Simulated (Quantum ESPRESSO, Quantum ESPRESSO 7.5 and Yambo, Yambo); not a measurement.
# KBr (Fm-3m): G0W0 with Yambo, start to end

How does a plane-wave GW calculation on KBr (Fm-3m) run from the first input to the gap?

Main program and level: Quantum ESPRESSO 7.5 and Yambo 5.3.0; PBE and many-body steps on it, plane waves.

### 1. Set-up

Symmetry: Fm-3m, No. 225, cubic system. The conventional cell has a = 6.600 Å, b = 6.600 Å, c = 6.600 Å, α = 90.00°, β = 90.00°, γ = 90.00°. Nearest to K lie 6 Br at 3.30 Å. Nearest to Br lie 6 K at 3.30 Å. Farther neighbours and most contacts between anions are not listed.

The cell and positions come from the Crystallography Open Database and are kept as given unless a step says otherwise.

### 2. Ground state

This step: Quantum ESPRESSO 7.5; DFT, PBE, plane waves, norm-conserving pseudopotentials.

The ground-state density comes first.

pw.in reads:

```
&control
  calculation = 'scf'
  prefix = 'x'
  outdir = 'o'
  pseudo_dir = 'pseudo'
/
&system
  ibrav = 0
  nat = 2
  ntyp = 2
  ecutwfc = 76.0
  nbnd = 18
  force_symmorphic = .true.
/
&electrons
  conv_thr = 1e-10
  electron_maxstep = 80
  mixing_beta = 0.5
/
ATOMIC_SPECIES
  K 39.098 K.upf
  Br 79.904 Br.upf
CELL_PARAMETERS angstrom
  0.0000000000 3.3000000000 3.3000000000
  3.3000000000 0.0000000000 3.3000000000
  3.3000000000 3.3000000000 0.0000000000
ATOMIC_POSITIONS crystal
  K 0.0000000000 0.0000000000 0.0000000000
  Br 0.5000000000 0.5000000000 0.5000000000
K_POINTS automatic
  6 6 6 0 0 0
```

Run with:

```bash
$ OMP_NUM_THREADS=1 mpirun -n 4 pw.x -nk 4 -in pw.in > pw.out
```

Log:

```text
Program PWSCF v.7.5 starts

     This program is part of the open-source Quantum ESPRESSO suite
     for quantum simulation of materials; please cite
         "P. Giannozzi et al., J. Phys.:Condens. Matter 21 395502 (2009);
         "P. Giannozzi et al., J. Phys.:Condens. Matter 29 465901 (2017);
         "P. Giannozzi et al., J. Chem. Phys. 152 154105 (2020);
     in publications or presentations arising from this work. More details at
     Message from routine setup:
     using ibrav=0 with symmetry is DISCOURAGED, use correct ibrav instead

     G-vector sticks info

     bravais-lattice index     =            0
     lattice parameter (alat)  =       8.8192  a.u.
     unit-cell volume          =     485.0298 (a.u.)^3
     number of atoms/cell      =            2
     number of atomic types    =            2
     number of electrons       =        26.00
     number of Kohn-Sham states=           18
     kinetic-energy cutoff     =      76.0000  Ry
     charge density cutoff     =     304.0000  Ry
     scf convergence threshold =      1.0E-10
     mixing beta               =       0.5000
     number of iterations used =            8  plain     mixing
     Exchange-correlation= PBE
                           (   1   4   3   4   0   0   0)

     celldm(1)=   8.819172  celldm(2)=   0.000000  celldm(3)=   0.000000
     celldm(4)=   0.000000  celldm(5)=   0.000000  celldm(6)=   0.000000

     crystal axes: (cart. coord. in units of alat)
               a(1) = (   0.000000   0.707107   0.707107 )
               a(2) = (   0.707107   0.000000   0.707107 )
               a(3) = (   0.707107   0.707107   0.000000 )

     reciprocal axes: (cart. coord. in units 2 pi/alat)
               b(1) = ( -0.707107  0.707107  0.707107 )
               b(2) = (  0.707107 -0.707107  0.707107 )
               b(3) = (  0.707107  0.707107 -0.707107 )
     Pseudo is Norm-conserving + core correction, Zval =  9.0
     Generated using ONCVPSP code by D. R. Hamann
     Using radial grid of 2222 points,  6 beta functions with:
     Pseudo is Norm-conserving + core correction, Zval = 17.0
     Generated using ONCVPSP code by D. R. Hamann
     Using radial grid of 1098 points,  6 beta functions with:
     K                 9.00    39.09800     K ( 1.00)
     Br               17.00    79.90400     Br( 1.00)

     48 Sym. Ops., with inversion, found

   Cartesian axes

     site n.     atom                  positions (alat units)
         1        K      tau(   1) = (   0.0000000   0.0000000   0.0000000  )
         2        Br     tau(   2) = (   0.7071068   0.7071068   0.7071068  )

     number of k points=    16
                       cart. coord. in units 2pi/alat
        k(    1) = (   0.0000000   0.0000000   0.0000000), wk =   0.0092593
        k(    2) = (   0.1178511   0.1178511  -0.1178511), wk =   0.0740741
        k(    3) = (   0.2357023   0.2357023  -0.2357023), wk =   0.0740741
        k(    4) = (  -0.3535534  -0.3535534   0.3535534), wk =   0.0370370
        k(    5) = (   0.2357023   0.0000000  -0.0000000), wk =   0.0555556
        k(    6) = (   0.3535534   0.1178511  -0.1178511), wk =   0.2222222
        k(    7) = (  -0.2357023  -0.4714045   0.4714045), wk =   0.2222222
        k(    8) = (  -0.1178511  -0.3535534   0.3535534), wk =   0.2222222
        k(    9) = (   0.0000000  -0.2357023   0.2357023), wk =   0.1111111
        k(   10) = (   0.4714045   0.0000000  -0.0000000), wk =   0.0555556
     [... 4 further rows ...]
        k(   15) = (  -0.1178511  -0.3535534   0.5892557), wk =   0.2222222
        k(   16) = (  -0.7071068   0.2357023   0.0000000), wk =   0.1111111

     Dense  grid:    43599 G-vectors     FFT dimensions: (  50,  50,  50)

     Initial potential from superposition of free atoms

     starting charge      25.9807, renormalised to      26.0000
     Starting wfcs are   14 randomized atomic wfcs +    4 random wfcs

     per-process dynamical memory:    36.7 Mb

     Self-consistent Calculation

     iteration #  1     ecut=    76.00 Ry     beta= 0.50

     Threshold (ethr) on eigenvalues was too large:
     Diagonalizing with lowered threshold

     total energy              =    -331.11329278 Ry
     estimated scf accuracy    <       0.04170648 Ry

     iteration #  2     ecut=    76.00 Ry     beta= 0.50

     total energy              =    -331.12118008 Ry
     estimated scf accuracy    <       0.00243824 Ry

     iteration #  3     ecut=    76.00 Ry     beta= 0.50

     total energy              =    -331.12168411 Ry
     estimated scf accuracy    <       0.00053538 Ry

     iteration #  4     ecut=    76.00 Ry     beta= 0.50

     total energy              =    -331.12177003 Ry
     estimated scf accuracy    <       0.00002068 Ry

     iteration #  5     ecut=    76.00 Ry     beta= 0.50

     total energy              =    -331.12177779 Ry
     estimated scf accuracy    <       0.00000444 Ry

     iteration #  6     ecut=    76.00 Ry     beta= 0.50

     total energy              =    -331.12177894 Ry
     estimated scf accuracy    <       0.00000002 Ry

     iteration #  7     ecut=    76.00 Ry     beta= 0.50

     total energy              =    -331.12177898 Ry
     estimated scf accuracy    <          2.6E-09 Ry

     iteration #  8     ecut=    76.00 Ry     beta= 0.50

     total energy              =    -331.12177898 Ry
     estimated scf accuracy    <          3.7E-10 Ry

     iteration #  9     ecut=    76.00 Ry     beta= 0.50

     total energy              =    -331.12177898 Ry
     estimated scf accuracy    <          1.1E-10 Ry

     iteration # 10     ecut=    76.00 Ry     beta= 0.50

     End of self-consistent calculation

          k = 0.0000 0.0000 0.0000 (  5521 PWs)   bands (ev):

   -56.1051 -56.1051 -56.1030 -56.1030 -56.1030 -25.6928 -10.2110  -9.1698
    -9.1698  -9.1698   2.0853   2.0853   2.0853   6.5214   9.6944   9.6944
     9.6944  10.5130

          k = 0.1179 0.1179-0.1179 (  5444 PWs)   bands (ev):

   -56.1051 -56.1051 -56.1030 -56.1030 -56.1030 -25.6914 -10.2618  -9.1712
    -9.1712  -9.1016   1.7204   1.9968   1.9968   7.1770   9.5543  10.0172
    10.0172  10.8674

          k = 0.2357 0.2357-0.2357 (  5429 PWs)   bands (ev):

   -56.1051 -56.1051 -56.1030 -56.1030 -56.1030 -25.6886 -10.3489  -9.1739
    -9.1739  -8.9790   1.1485   1.8306   1.8306   8.2855   9.8060  10.8789
    10.8789  11.7584

          k =-0.3536-0.3536 0.3536 (  5444 PWs)   bands (ev):

     [... further k-points ...]

     highest occupied, lowest unoccupied level (ev):     2.0853    6.5214

!    total energy              =    -331.12177898 Ry
     estimated scf accuracy    <          3.8E-12 Ry

     The total energy is the sum of the following terms:
     one-electron contribution =    -219.69576738 Ry
     hartree contribution      =     108.73966860 Ry
     xc contribution           =     -57.41504571 Ry
     ewald contribution        =    -162.75063449 Ry

     convergence has been achieved in  10 iterations

     XML data file, charge density, pseudopotentials, collected wavefunctions

=------------------------------------------------------------------------------=
   JOB DONE.
=------------------------------------------------------------------------------=
```

Wall time 10 s (4 MPI ranks of Arm Neoverse V1, shared host); peak memory 0.3 GiB; 40 s of CPU time.

This step gave:

```yaml
total_energy: -4505.1413 eV
gap: 4.436 eV
k_of_the_valence_top: 0, 0, 0
k_of_the_conduction_bottom: 0, 0, 0
least_direct_gap: 4.436 eV
```

The gap is direct, at Γ.

### 3. Bands along the symmetry lines

The cheap functional maps the bands first; the places of the edges decide which points the dearer methods must see.

pw.in reads:

```
&control
  calculation = 'bands'
  prefix = 'x'
  outdir = 'o'
  pseudo_dir = 'pseudo'
/
&system
  ibrav = 0
  nat = 2
  ntyp = 2
  ecutwfc = 76.0
  nbnd = 19
  force_symmorphic = .true.
/
&electrons
  conv_thr = 1e-9
  electron_maxstep = 80
  diago_full_acc = .true.
  diago_thr_init = 5e-6
/
ATOMIC_SPECIES
  K 39.098 K.upf
  Br 79.904 Br.upf
CELL_PARAMETERS angstrom
  0.0000000000 3.3000000000 3.3000000000
  3.3000000000 0.0000000000 3.3000000000
  3.3000000000 3.3000000000 0.0000000000
ATOMIC_POSITIONS crystal
  K 0.0000000000 0.0000000000 0.0000000000
  Br 0.5000000000 0.5000000000 0.5000000000
K_POINTS crystal
  50
  0.00000000 0.00000000 0.00000000 1
  0.06250000 0.00000000 0.06250000 1
  0.12500000 0.00000000 0.12500000 1
  0.18750000 0.00000000 0.18750000 1
  0.25000000 0.00000000 0.25000000 1
  0.31250000 0.00000000 0.31250000 1
  0.37500000 0.00000000 0.37500000 1
  0.43750000 0.00000000 0.43750000 1
  0.50000000 0.00000000 0.50000000 1
  0.51562500 0.03125000 0.51562500 1
  0.53125000 0.06250000 0.53125000 1
  0.54687500 0.09375000 0.54687500 1
  0.56250000 0.12500000 0.56250000 1
  0.57812500 0.15625000 0.57812500 1
  0.59375000 0.18750000 0.59375000 1
  0.60937500 0.21875000 0.60937500 1
  0.62500000 0.25000000 0.62500000 1
  0.37500000 0.37500000 0.75000000 1
  0.32812500 0.32812500 0.65625000 1
  0.28125000 0.28125000 0.56250000 1
  0.23437500 0.23437500 0.46875000 1
  0.18750000 0.18750000 0.37500000 1
  0.14062500 0.14062500 0.28125000 1
  0.09375000 0.09375000 0.18750000 1
  0.04687500 0.04687500 0.09375000 1
  0.00000000 0.00000000 0.00000000 1
  0.06250000 0.06250000 0.06250000 1
  0.12500000 0.12500000 0.12500000 1
  0.18750000 0.18750000 0.18750000 1
  0.25000000 0.25000000 0.25000000 1
  0.31250000 0.31250000 0.31250000 1
  0.37500000 0.37500000 0.37500000 1
  0.43750000 0.43750000 0.43750000 1
  0.50000000 0.50000000 0.50000000 1
  0.50000000 0.46875000 0.53125000 1
  0.50000000 0.43750000 0.56250000 1
  0.50000000 0.40625000 0.59375000 1
  0.50000000 0.37500000 0.62500000 1
  0.50000000 0.34375000 0.65625000 1
  0.50000000 0.31250000 0.68750000 1
  0.50000000 0.28125000 0.71875000 1
  0.50000000 0.25000000 0.75000000 1
  0.50000000 0.21875000 0.71875000 1
  0.50000000 0.18750000 0.68750000 1
  0.50000000 0.15625000 0.65625000 1
  0.50000000 0.12500000 0.62500000 1
  0.50000000 0.09375000 0.59375000 1
  0.50000000 0.06250000 0.56250000 1
  0.50000000 0.03125000 0.53125000 1
  0.50000000 0.00000000 0.50000000 1
```

Log:

```text
[banner, memory and clock lines left out]
Program PWSCF v.7.5 starts

     Atomic positions and unit cell read from directory:
     o/x.save/

     Message from routine setup:
     using ibrav=0 with symmetry is DISCOURAGED, use correct ibrav instead

     G-vector sticks info

     bravais-lattice index     =            0
     lattice parameter (alat)  =       8.8192  a.u.
     unit-cell volume          =     485.0298 (a.u.)^3
     number of atoms/cell      =            2
     number of atomic types    =            2
     number of electrons       =        26.00
     number of Kohn-Sham states=           19
     kinetic-energy cutoff     =      76.0000  Ry
     charge density cutoff     =     304.0000  Ry
     Exchange-correlation= PBE
                           (   1   4   3   4   0   0   0)

     celldm(1)=   8.819172  celldm(2)=   0.000000  celldm(3)=   0.000000
     celldm(4)=   0.000000  celldm(5)=   0.000000  celldm(6)=   0.000000

     crystal axes: (cart. coord. in units of alat)
               a(1) = (   0.000000   0.707107   0.707107 )
               a(2) = (   0.707107   0.000000   0.707107 )
               a(3) = (   0.707107   0.707107   0.000000 )

     reciprocal axes: (cart. coord. in units 2 pi/alat)
               b(1) = ( -0.707107  0.707107  0.707107 )
               b(2) = (  0.707107 -0.707107  0.707107 )
               b(3) = (  0.707107  0.707107 -0.707107 )
     Pseudo is Norm-conserving + core correction, Zval =  9.0
     Generated using ONCVPSP code by D. R. Hamann
     Using radial grid of 2222 points,  6 beta functions with:
     Pseudo is Norm-conserving + core correction, Zval = 17.0
     Generated using ONCVPSP code by D. R. Hamann
     Using radial grid of 1098 points,  6 beta functions with:
     K                 9.00    39.09800     K ( 1.00)
     Br               17.00    79.90400     Br( 1.00)

     48 Sym. Ops., with inversion, found

   Cartesian axes

     site n.     atom                  positions (alat units)
         1        K      tau(   1) = (   0.0000000   0.0000000   0.0000000  )
         2        Br     tau(   2) = (   0.7071068   0.7071068   0.7071068  )

     number of k points=    50
                       cart. coord. in units 2pi/alat
        k(    1) = (   0.0000000   0.0000000   0.0000000), wk =   0.0400000
        k(    2) = (   0.0000000   0.0883883   0.0000000), wk =   0.0400000
        k(    3) = (   0.0000000   0.1767767   0.0000000), wk =   0.0400000
[...]
[... 38 further rows ...]
        k(   49) = (   0.0441942   0.7071068   0.0000000), wk =   0.0400000
        k(   50) = (   0.0000000   0.7071068   0.0000000), wk =   0.0400000

     Dense  grid:    43599 G-vectors     FFT dimensions: (  50,  50,  50)

     The potential is recalculated from file :
     o/x.save/charge-density

     Starting wfcs are   14 randomized atomic wfcs +    5 random wfcs

     Band Structure Calculation

     End of band structure calculation

          k = 0.0000 0.0000 0.0000 (  5521 PWs)   bands (ev):

   -56.1051 -56.1051 -56.1029 -56.1029 -56.1029 -25.6928 -10.2110  -9.1698
    -9.1698  -9.1698   2.0853   2.0853   2.0853   6.5214   9.6944   9.6944
     9.6944  10.5130  10.5130

          k = 0.0000 0.0884 0.0000 (  5433 PWs)   bands (ev):

   -56.1051 -56.1051 -56.1029 -56.1029 -56.1029 -25.6925 -10.2212  -9.1711
[...]
9.7935  10.5420  10.6191

          k = 0.0000 0.1768 0.0000 (  5425 PWs)   bands (ev):

[...]
10.0832  10.6267  10.9182

          k =-0.0000 0.2652 0.0000 (  5413 PWs)   bands (ev):

[...]
k = 0.0000 0.4419-0.0000 (  5437 PWs)   bands (ev):

[...]
k =-0.0000 0.5303 0.0000 (  5446 PWs)   bands (ev):

[...]
k = 0.0000 0.6187-0.0000 (  5430 PWs)   bands (ev):

[...]
k = 0.4640 0.4640-0.0000 (  5404 PWs)   bands (ev):

[...]
k = 0.3315 0.3315-0.0000 (  5416 PWs)   bands (ev):

[...]
k = 0.3094 0.7071-0.0000 (  5428 PWs)   bands (ev):

[...]
k = 0.2210 0.7071-0.0000 (  5428 PWs)   bands (ev):

[...]
k = 0.1768 0.7071-0.0000 (  5418 PWs)   bands (ev):

[...]
k = 0.0442 0.7071 0.0000 (  5432 PWs)   bands (ev):

[...]
11.5282  11.7231  12.8320

          k = 0.0000 0.7071 0.0000 (  5434 PWs)   bands (ev):

   -56.1051 -56.1051 -56.1030 -56.1029 -56.1029 -25.6856 -10.1138  -9.2601
    -9.2057  -9.2057   1.2739   1.8005   1.8005   7.9565   9.2889  11.4404
    11.5903  11.7409  12.7997

     XML data file, pseudopotentials, collected wavefunctions
```

Run time: 10 s. Hardware: 4 MPI ranks; peak memory 0.26 GiB; 40 s of CPU time.

Numbers from this step:

```yaml
gap: 4.436 eV
k_of_the_valence_top: 0, 0, 0
k_of_the_conduction_bottom: 0, 0, 0
least_direct_gap: 4.436 eV
```

The gap is 4.436 eV, as in the run before at this level.

The electronic bands at the labelled points (eV, zero at the top of the highest filled band):

| point | band 10 | band 11 | band 12 | band 13 | band 14 | band 15 | band 16 | band 17 |
| --- | --- | --- | --- | --- | --- | --- | --- | --- |
| Γ | -11.26 | 0.00 | 0.00 | 0.00 | 4.44 | 7.61 | 7.61 | 7.61 |
| halfway | -11.17 | -0.71 | -0.16 | -0.16 | 5.90 | 6.54 | 8.84 | 9.05 |
| X | -11.29 | -0.81 | -0.28 | -0.28 | 5.87 | 7.20 | 9.36 | 9.51 |
| halfway | -11.26 | -0.78 | -0.40 | -0.30 | 6.08 | 7.46 | 9.12 | 9.51 |
| U | -11.18 | -0.69 | -0.64 | -0.33 | 6.60 | 8.16 | 8.46 | 9.16 |
| jump to K | -11.18 | -0.69 | -0.64 | -0.33 | 6.60 | 8.16 | 8.46 | 9.16 |
| halfway | -11.10 | -0.78 | -0.24 | -0.24 | 6.16 | 7.28 | 8.38 | 8.88 |
| Γ | -11.26 | 0.00 | 0.00 | 0.00 | 4.44 | 7.61 | 7.61 | 7.61 |
| halfway | -11.12 | -0.67 | -0.17 | -0.17 | 5.69 | 7.49 | 8.31 | 8.31 |
| L | -11.01 | -1.18 | -0.33 | -0.33 | 6.59 | 8.23 | 9.74 | 9.74 |
| halfway | -11.09 | -0.96 | -0.47 | -0.36 | 7.02 | 7.80 | 8.89 | 9.31 |
| W | -11.16 | -0.59 | -0.59 | -0.54 | 7.39 | 7.39 | 8.26 | 9.00 |
| halfway | -11.22 | -0.75 | -0.41 | -0.38 | 6.29 | 7.66 | 8.73 | 9.39 |
| X | -11.29 | -0.81 | -0.28 | -0.28 | 5.87 | 7.20 | 9.36 | 9.51 |

The electronic bands as a text plot (rows in eV, shown from -8.0 to 8.4 only):

```
    8.1 |+ ++            +++    +++++ ++ ++++  ++++++++  ++++
    7.4 |++++      ++++++   +++++++++++++++++++        +++++ ++++
    6.7 |    ++++++      +++  ++               ++++++++     +
    6.0 |     +++++++++++       +            ++              ++++
    5.3 |    +                   ++        ++
    4.7 |++++                      ++++++++
    4.0 |
    3.3 |
    2.6 |
    1.9 |
    1.2 |
    0.6 |
   -0.1 |************************************************    ****
   -0.8 |    **********************         *****   *************
   -1.5 |                                        ***
   -2.2 |
   -2.9 |
   -3.6 |
   -4.2 |
   -4.9 |
   -5.6 |
   -6.3 |
   -7.0 |
   -7.7 |
         Γ           X  U|K            Γ         L        W     X
```

(Continued in part 2 of 2.)

[Paths, hosts, dates, memory and timing lines, banners, echoed tables and standing remarks are left out of the program output.]

[Logs are printed without paths, hosts, clocks, repeated set-up lines and the standing remarks that a program may print on its own settings, such as how far it seeks lower states.]

[Runs of the session that timed out or met a known fault of the program may be left out.]

[Hosts, paths, dates, database ids (printed as entryN), source tags and the programs' standing remarks are cut or masked in the printed files.]
